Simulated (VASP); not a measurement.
# Os in VASP: single point with PBEsol

Aim: the single point of Os with PBEsol.

Everything below comes from runs of VASP 6.6.1. Logs are shortened: lines on timing, memory, paths and dates and some standing lists are left out, and cuts for length are marked.

## 1. Starting point

The cell holds a slab with vacuum, 5 atoms: a = 2.751 Å, b = 2.751 Å, c = 22.984 Å, α = 90.00°, β = 90.00°, γ = 60.00°.

The slab is cut from a database's or a generator's crystal, which needn't be the stable form of the element.

## 2. Single point, PBEsol

The input, INCAR:

```
SYSTEM = Os
ALGO = Fast ; DIPOL = 0.5 0.5 0.500
EDIFF = 1E-7 ; ENCUT = 520
GGA = PS ; IDIPOL = 3
ISIF = 2 ; ISMEAR = 0
LASPH = .True. ; LCHARG = .True.
LDIPOL = .True. ; LELF = .True.
LREAL = .False. ; LVACPOTAV = .True.
LVHAR = .True. ; LWAVE = .False.
NBANDS = 28 ; NELM = 100
PREC = Accurate ; SIGMA = 0.1
```

The input, KPOINTS:

```
k-points
0
Gamma
  7 7 1
  0 0 0
```

The input, POSCAR:

```
Os
1.0
    2.7506450000      0.0000000000      0.0000000000
    1.3753225000      2.3821284468      0.0000000000
    0.0000000000      0.0000000000     22.9835689514
Os
5
Direct
    0.0000000000      0.0000000000      0.3045654056
    0.6666666667      0.6666666667      0.4022827028
    0.3333333333      0.3333333333      0.5000000000
    0.0000000000      0.0000000000      0.5977172972
    0.6666666667      0.6666666667      0.6954345944
```

Potentials or basis: VASP PAW PBE potentials, release 64 (Os).

On the command line:

```
$ cat potpaw_PBE.64/Os/POTCAR > POTCAR
$ mpirun -np 1 vasp_std > vasp.out
```

OUTCAR:

```text
SYSTEM = Os
   EDIFF = 1E-7
   ENCUT = 520
   GGA = PS
   ISIF = 2
   ISMEAR = 0
   LASPH = .True.
   LREAL = .False.
   NELM = 100
   PREC = Accurate

 ion  position               nearest neighbor table
   1  0.000  0.000  0.305-   2 2.75   2 2.75   2 2.75
   2  0.667  0.667  0.402-   3 2.75   1 2.75   3 2.75   1 2.75   1 2.75   3 2.75
   3  0.333  0.333  0.500-   4 2.75   2 2.75   2 2.75   4 2.75   4 2.75   2 2.75
   4  0.000  0.000  0.598-   3 2.75   5 2.75   5 2.75   3 2.75   3 2.75   5 2.75
   5  0.667  0.667  0.695-   4 2.75   4 2.75   4 2.75

  LATTYP: Found a hexagonal cell.
 ALAT       =     2.7506450000
 C/A-ratio  =     8.3557016450

  Lattice vectors:

 A1 = (  -1.3753225000,  -2.3821284468,   0.0000000000)
 A2 = (   2.7506450000,   0.0000000000,   0.0000000000)
 A3 = (   0.0000000000,   0.0000000000,  22.9835689514)

Analysis of symmetry for initial positions (statically):
=====================================================================
 Subroutine PRICEL returns:
 Original cell was already a primitive cell.

 Routine SETGRP: Setting up the symmetry group for a
 hexagonal supercell.

 Subroutine GETGRP returns: Found 12 space group operations
 (whereof  6 operations were pure point group operations)
 out of a pool of 24 trial point group operations.

The static configuration has the point symmetry C_3v.
 The point group associated with its full space group is D_3d.

Analysis of symmetry for dynamics (positions and initial velocities):
=====================================================================
 Subroutine PRICEL returns:
 Original cell was already a primitive cell.

 Routine SETGRP: Setting up the symmetry group for a
 hexagonal supercell.

 Subroutine GETGRP returns: Found 12 space group operations
 (whereof  6 operations were pure point group operations)
 out of a pool of 24 trial point group operations.

The dynamic configuration has the point symmetry C_3v.
 The point group associated with its full space group is D_3d.

 Subroutine INISYM returns: Found 12 space group operations
 (whereof  6 operations are pure point group operations),
 and found     1 'primitive' translations

----------------------------------------------------------------------------------------

                                     Primitive cell

  volume of cell :     150.5973

  direct lattice vectors                    reciprocal lattice vectors
     2.750645000  0.000000000  0.000000000     0.363551094 -0.209896322  0.000000000
     1.375322500  2.382128447  0.000000000     0.000000000  0.419792644  0.000000000
     0.000000000  0.000000000 22.983568951     0.000000000  0.000000000  0.043509344

  length of vectors
     2.750645000  2.750645000 22.983568951     0.419792644  0.419792644  0.043509344

  position of ions in fractional coordinates (direct lattice)
     0.000000000  0.000000000  0.304565406
     0.666666667  0.666666667  0.402282703
     0.333333333  0.333333333  0.500000000
     0.000000000  0.000000000  0.597717297
     0.666666667  0.666666667  0.695434594

  ion indices of the primitive-cell ions
   primitive index   ion index
                 1           1
                 2           2
                 3           3
                 4           4
                 5           5

----------------------------------------------------------------------------------------

 KPOINTS: k-points

Automatic generation of k-mesh.
 Grid dimensions read from file:
 generate k-points for:    7    7    1

 Generating k-lattice:

  Cartesian coordinates                     Fractional coordinates (reciprocal lattice)
     0.051935871 -0.029985189  0.000000000     0.142857143  0.000000000  0.000000000
     0.000000000  0.059970378  0.000000000     0.000000000  0.142857143  0.000000000
     0.000000000  0.000000000  0.043509344     0.000000000  0.000000000  1.000000000

  Length of vectors
     0.059970378  0.059970378  0.043509344

  Shift w.r.t. Gamma in fractional coordinates (k-lattice)
     0.000000000  0.000000000  0.000000000

 Subroutine IBZKPT returns following result:
 ===========================================

 Found      8 irreducible k-points:

 Following reciprocal coordinates:
            Coordinates               Weight
  0.000000  0.000000  0.000000      1.000000
  0.142857  0.000000  0.000000      6.000000
  0.285714  0.000000  0.000000      6.000000
  0.428571  0.000000  0.000000      6.000000
  0.285714  0.142857  0.000000      6.000000
  0.428571  0.142857  0.000000     12.000000
 -0.428571  0.142857  0.000000      6.000000
 -0.428571  0.285714  0.000000      6.000000
   k-points           NKPTS =      8   k-points in BZ     NKDIM =      8   number of bands    NBANDS=     28
   number of dos      NEDOS =    301   number of ions     NIONS =      5
   total plane-waves  NPLWV =  72000
   dimension x,y,z NGX =    20 NGY =   20 NGZ =  180
   dimension x,y,z NGXF=    40 NGYF=   40 NGZF=  360
   ions per type =               5
   NGX,Y,Z   is equivalent  to a cutoff of  12.09, 12.09, 13.02 a.u.
   NGXF,Y,Z  is equivalent  to a cutoff of  24.18, 24.18, 26.04 a.u.
 SYSTEM =  Os
   PREC   = accura    normal or accurate (medium, high low for compatibility)
   ISTART =      0    job   : 0-new  1-cont  2-samecut
   ICHARG =      2    charge: 1-file 2-atom 10-const
   ISPIN  =      1    spin polarized calculation?
   LNONCOLLINEAR =      F non collinear calculations
   LSORBIT =      F    spin-orbit coupling
   LASPH  =      T    aspherical Exc in radial PAW
   ENCUT  =  520.0 eV  38.22 Ry    6.18 a.u.   5.11  5.11 42.73*2*pi/ulx,y,z
   NELM   =    100;   NELMIN=  2; NELMDL= -5     # of ELM steps
   EDIFF  = 0.1E-06   stopping-criterion for ELM
   LREAL  =      F    real-space projection
   EDIFFG = 0.1E-05   stopping-criterion for IOM
   NSW    =      0    number of steps for IOM
   IBRION =     -1    ionic relax: 0-MD 1-quasi-New 2-CG
   NFREE  =      0    steps in history (QN), initial steepest desc. (CG)
   ISIF   =      2    stress and relaxation
   ISYM   =      2    0-nonsym 1-usesym 2-fastsym
   POTIM  = 0.5000    time-step for ionic-motion
   TEBEG  =    0.0;   TEEND  =   0.0 temperature during run
   PSTRESS=    0.0 pullay stress
   NELECT =      40.0000    total number of electrons
   NUPDOWN=      -1.0000    fix difference up-down
   EMIN   =  10.00;   EMAX   =-10.00  energy-range for DOS
   EFERMI =   0.00;   METHOD = LEGACY
   ISMEAR =     0;   SIGMA  =   0.10  broadening in eV -4-tet -1-fermi 0-gaus
   EFERMI_NEDOS =   21; number of points for ismear=-14 and -15
   IALGO  =     68    algorithm
   IMIX   =      4    mixing-type and parameters
     AMIX     =   0.40;   BMIX     =  1.00
     AMIX_MAG =   1.60;   BMIX_MAG =  1.00
  volume/ion in A,a.u.               =      30.12       203.26
  Fermi-wavevector in a.u.,A,eV,Ry     =   1.052339  1.988633 15.067335  1.107418
  Thomas-Fermi vector in A             =   2.187418
   LORBIT       =      0    0 simple, 1 ext, 2 COOP (PROOUT), +10 PAW based schemes
   GGA     = PS    functional components
   LHFCALC =     F    Hartree Fock is set to
   AEXX    =    0.0000 exact exchange contribution
   IVDW    =     0    specifies the selected vdW correction
   LEPSILON=     F    determine dielectric tensor
   LRPA    =     F    only Hartree local field effects (RPA)
 non-spin polarized calculation
 RMM-DIIS sequential band-by-band and
 Gauss-broadening in eV      SIGMA  =   0.10
  energy-cutoff  :      520.00
  volume of cell :      150.60
 maximum number of plane-waves:      4083
   NGX = 11   NGY = 11   NGZ = 85

 dipolmoment           0.000000      0.000000      0.000000 electrons x Angstroem

 number of electron      40.0000000 magnetization

 dipolmoment           0.000000      0.000000     -0.000000 electrons x Angstroem

 Free energy of the ion-electron system (eV)
  ---------------------------------------------------
  ext. energy  EPLUGINS =         0.00000000
  ---------------------------------------------------
  free energy    TOTEN  =       -57.46665442 eV

  energy without entropy =      -57.44249669  energy(sigma->0) =      -57.45457556

 E-fermi :   1.3439     XC(G=0):  -7.6398

 val. band max:        1.3413651379   @ k =   0.0000   0.0000   0.0000
 cond. band min:       1.3533570942   @ k =   0.0000   0.0000   0.0000
 fundamental gap:      0.0119919563
 Fermi energy:         1.3438793851

 k-point     1 :       0.0000    0.0000    0.0000
  band No.  band energies     occupation
      1      -8.6898      2.00000
      2      -7.6703      2.00000
      3      -6.4937      2.00000
      4      -5.7981      2.00000
      5      -5.7928      2.00000
      6      -1.8270      2.00000
[... 20 lines left out ...]
     27       1.8863      0.00000
     28       2.6802      0.00000

 k-point     2 :       0.1429    0.0000    0.0000
  band No.  band energies     occupation
      1      -7.9307      2.00000
      2      -6.9460      2.00000
      3      -5.7641      2.00000
      4      -5.0715      2.00000
      5      -5.0219      2.00000
      6      -2.5669      2.00000
[... 20 lines left out ...]
     27       2.7246      0.00000
     28       2.7942      0.00000

 k-point     3 :       0.2857    0.0000    0.0000
  band No.  band energies     occupation
      1      -6.2602      2.00000
      2      -5.5921      2.00000
      3      -4.9067      2.00000
      4      -4.3509      2.00000
      5      -3.9256      2.00000
      6      -3.8086      2.00000
[... 20 lines left out ...]
     27       2.8042      0.00000
     28       3.5639      0.00000

 k-point     4 :       0.4286    0.0000    0.0000
  band No.  band energies     occupation
      1      -5.6058      2.00000
      2      -5.4181      2.00000
      3      -4.9798      2.00000
      4      -4.7353      2.00000
      5      -4.5763      2.00000
      6      -4.2682      2.00000
[... 20 lines left out ...]
     27       3.9205      0.00000
     28       3.9617      0.00000

 k-point     5 :       0.2857    0.1429    0.0000
  band No.  band energies     occupation
      1      -6.6261      2.00000
      2      -5.8014      2.00000
      3      -4.7328      2.00000
      4      -3.9396      2.00000
      5      -3.9145      2.00000
      6      -3.0888      2.00000
[... 20 lines left out ...]
     27       2.7516      0.00000
     28       3.0267      0.00000

 k-point     6 :       0.4286    0.1429    0.0000
  band No.  band energies     occupation
      1      -5.1845      2.00000
      2      -4.8445      2.00000
      3      -4.5334      2.00000
      4      -4.1426      2.00000
      5      -3.9405      2.00000
      6      -3.5378      2.00000
[... 20 lines left out ...]
     27       4.2193      0.00000
     28       4.3865      0.00000

 k-point     7 :      -0.4286    0.1429    0.0000
  band No.  band energies     occupation
      1      -5.0562      2.00000
      2      -5.0496      2.00000
      3      -4.3979      2.00000
      4      -4.3877      2.00000
      5      -4.1744      2.00000
      6      -3.7056      2.00000
[... 20 lines left out ...]
     27       6.3644      0.00000
     28       6.8470      0.00000

 k-point     8 :      -0.4286    0.2857    0.0000
  band No.  band energies     occupation
      1      -4.2633      2.00000
      2      -4.2618      2.00000
      3      -3.8566      2.00000
      4      -3.7515      2.00000
      5      -3.2419      2.00000
      6      -3.1541      2.00000
[... 20 lines left out ...]
     27       6.9755      0.00000
     28       7.7158      0.00000

------------------------ aborting loop because EDIFF is reached ----------------------------------------

  FORCE on cell =-STRESS in cart. coord.  units (eV):
  Direction    XX          YY          ZZ          XY          YZ          ZX
  --------------------------------------------------------------------------------------
  -------------------------------------------------------------------------------------
  Total      -14.0574500    -14.0574500    -10.6906832      0.0000000      0.0000000      0.0000000
  in kB     -149.5546574   -149.5546574   -113.7362372      0.0000000      0.0000000      0.0000000
  external PRESSURE =    -137.6151840 kB  Pullay stress =       0.0000000 kB

 VOLUME and BASIS-vectors are now :
 -----------------------------------------------------------------------------
  energy-cutoff  :      520.00
  volume of cell :      150.60
      direct lattice vectors                 reciprocal lattice vectors
     2.750645000  0.000000000  0.000000000     0.363551094 -0.209896322  0.000000000
     1.375322500  2.382128447  0.000000000     0.000000000  0.419792644  0.000000000
     0.000000000  0.000000000 22.983568951     0.000000000  0.000000000  0.043509344

 POSITION                                       TOTAL-FORCE (eV/Angst)
 -----------------------------------------------------------------------------------
      0.00000      0.00000      7.00000        -0.000000     -0.000000      1.708343
      2.75065      1.58809      9.24589        -0.000000     -0.000000     -1.051522
      1.37532      0.79404     11.49178        -0.000000      0.000000     -0.000000
      0.00000      0.00000     13.73768         0.000000      0.000000      1.051522
      2.75065      1.58809     15.98357         0.000000      0.000000     -1.708343
 -----------------------------------------------------------------------------------
    total drift:                               -0.000000     -0.000000     -0.000006

  FREE ENERGIE OF THE ION-ELECTRON SYSTEM (eV)
  ---------------------------------------------------
  free  energy   TOTEN  =       -57.4666544244 eV

  energy  without entropy=      -57.4424966924  energy(sigma->0) =      -57.45457556

 vacuum level on the upper side and lower side of the slab         6.834         6.834
```

Run time: 61 s. Hardware: 1 thread of Intel Xeon Platinum 8559C (Emerald Rapids), shared host; peak memory 0.25 GiB.

What came out:

```yaml
Free_energy: -57.4667 eV
Largest_force: 1.708 eV/Å
Band_gap_on_the_k_mesh: none (metal or under the smearing width)
Work_function_of_the_upper_face: 5.49 eV
Work_function_of_the_lower_face: 5.49 eV
```

Forces on the atoms (eV/Å):
```
Os   0.000  0.000  1.708
Os   0.000  0.000 -1.052
Os   0.000  0.000  0.000
Os   0.000  0.000  1.052
Os   0.000  0.000 -1.708
```

Caveat: the k mesh is coarse (spacing up to 0.38 Å⁻¹), so the values aren't converged; the PAW data sets were made with another functional, which shifts forces and pressure a little. Spin-orbit coupling is left out, which matters for the levels of Os.
